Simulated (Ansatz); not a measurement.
Crystal: MgO2.

```
Mg O
1.0
     4.82861    0.00000    0.00000
     0.00000    4.82861    0.00000
     0.00000    0.00000    4.82861
Mg O
4 8
Direct
  0.00000 0.00000 0.00000
  0.50000 0.00000 0.50000
  0.50000 0.50000 0.00000
  0.00000 0.50000 0.50000
  0.58942 0.91058 0.08942
  0.91058 0.08942 0.58942
  0.08942 0.58942 0.91058
  0.41058 0.41058 0.41058
  0.58942 0.58942 0.58942
  0.91058 0.41058 0.08942
  0.08942 0.91058 0.41058
  0.41058 0.08942 0.91058
```

The cell is a database's computed one.

| Property | Result |
| --- | --- |
| Program | Ansatz 0.2.0 |
| Task | relaxation of cell and atoms |
| Functional | BLYP |
| Potentials or basis | Ansatz PAW |
| Cutoff | 420 eV (not typed: the program's choice for these potentials) |
| k mesh | 6 × 6 × 6 |
| Occupations | fermi-dirac, width 0.05 eV |
| Spin | no spin polarisation |

At the start: volume 9.38 Å³/atom.

Problem. How do energy, volume and symmetry change on relaxing?

Solution. It ends after 8 steps and the volume is 9.96 Å³/atom (+6.2 %); space group Pa-3 (No. 205, to 0.05 Å).

Step by step:
```
step  energy change (eV)  largest force (eV/Å)  volume (Å³)
   1              0.0000                0.3262       112.58
   2             -0.1052                0.1806       115.61
   3             -0.1309                0.0152       118.69
   4             -0.1299                0.0014       118.88
   5             -0.1824                0.0026       118.88
   6             -0.1802                0.0009       119.49
   7             -0.1798                0.0002       119.55
   8             -0.1827                0.0001       119.55
```

Final structure:
```
Mg O
1.0
     4.92625    0.00000    0.00000
     0.00000    4.92625    0.00000
     0.00000    0.00000    4.92625
Mg O
4 8
Cartesian
  0.0000 0.0000 0.0000
  2.4631 0.0000 2.4631
  2.4631 2.4631 0.0000
  0.0000 2.4631 2.4631
  2.9032 4.4862 0.4401
  4.4862 0.4401 2.9032
  0.4401 2.9032 4.4862
  2.0230 2.0230 2.0230
  2.9032 2.9032 2.9032
  4.4862 2.0230 0.4401
  0.4401 4.4862 2.0230
  2.0230 0.4401 4.4862
```

Caveat: the plane-wave basis is chosen anew once the cell has moved, so the energies of steps on either side of that aren't comparable; the pressure holds a Pulay correction of +1.0 GPa for the finite cutoff; the PAW data sets come from PBE, with cores solved anew for the run's functional, which leaves a small shift of forces and pressure.
